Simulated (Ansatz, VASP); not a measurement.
InAs: VASP beside Ansatz

```
In As
1.0
     0.00000    3.05356    3.05356
     3.05356    0.00000    3.05356
     3.05356    3.05356    0.00000
In As
1 1
Direct
  0.75000 0.75000 0.75000
  0.00000 0.00000 0.00000
```

Alike in both runs: task relaxation of cell and atoms; functional PBE; k mesh 16 × 16 × 16; occupations gaussian, width 0.1 eV; no spin polarisation.

```csv
,VASP,Ansatz
version,VASP 6.6.1,Ansatz 0.2.0
potentials or method,"VASP PAW PBE potentials, release 64 (In_d, As)","scalar-relativistic, plane waves, PAW"
plane-wave cutoff (eV),600,420
valence electrons in the cell,18,28
```

Ansatz gave:

* gap on the k mesh at the Fermi level, each at its own relaxed structure (eV): none
* relaxed volume (Å³/atom): 29.62
* relaxed cell length with the largest relative difference (Å): 4.376
* energy change over the relaxation (meV/atom): -7

Problem. Estimate VASP's values.

Solution. gap on the k mesh at the Fermi level, each at its own relaxed structure (eV): none; relaxed volume (Å³/atom): 29.63; relaxed cell length with the largest relative difference (Å): 4.376; energy change over the relaxation (meV/atom): -7.

A gap of «none» marks a metal or a gap that the smearing closes. The two sets of potentials don't hold the same shells in valence.
